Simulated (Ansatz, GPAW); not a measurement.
**One calculation of Hf, 3 ways**

```
CELL_PARAMETERS angstrom
3.19670 0.00000 0.00000
-1.59835 2.76842 0.00000
0.00000 0.00000 5.05780
ATOMIC_POSITIONS crystal
Hf 0.66667 0.33333 0.75000
Hf 0.33333 0.66667 0.25000
```

Alike in all runs: task single point; functional PBE; k mesh 10 × 10 × 5; occupations gaussian, width 0.011 eV; no spin polarisation; no spin-orbit coupling. Pressure is positive in compression and, in plane waves, holds the error of the finite cutoff, which Ansatz's Pulay term estimates and takes out.

| program and potentials | plane-wave cutoff (eV) | notes | pressure (GPa) |
| --- | --- | --- | --- |
| Ansatz, Ansatz PAW | 420 | 26 valence electrons an atom on average; Pulay term of +0.05 GPa included | 0.63 |
| Ansatz, all-electron LAPW, scalar-relativistic | - | - | 0.65 |
| GPAW, GPAW PAW data sets (gpaw-data 1.2.1) | 600 | 12 valence electrons an atom on average | 0.93 |

The pressure spans 0.63 (Ansatz, Ansatz PAW) to 0.93 GPa (GPAW, GPAW PAW data sets (gpaw-data 1.2.1)), with all-electron results at 0.65.

Differences between rows come from potentials, basis sets and numerical settings, since the functional is the same but for its coding. Runs on potential files found faulty are left out.
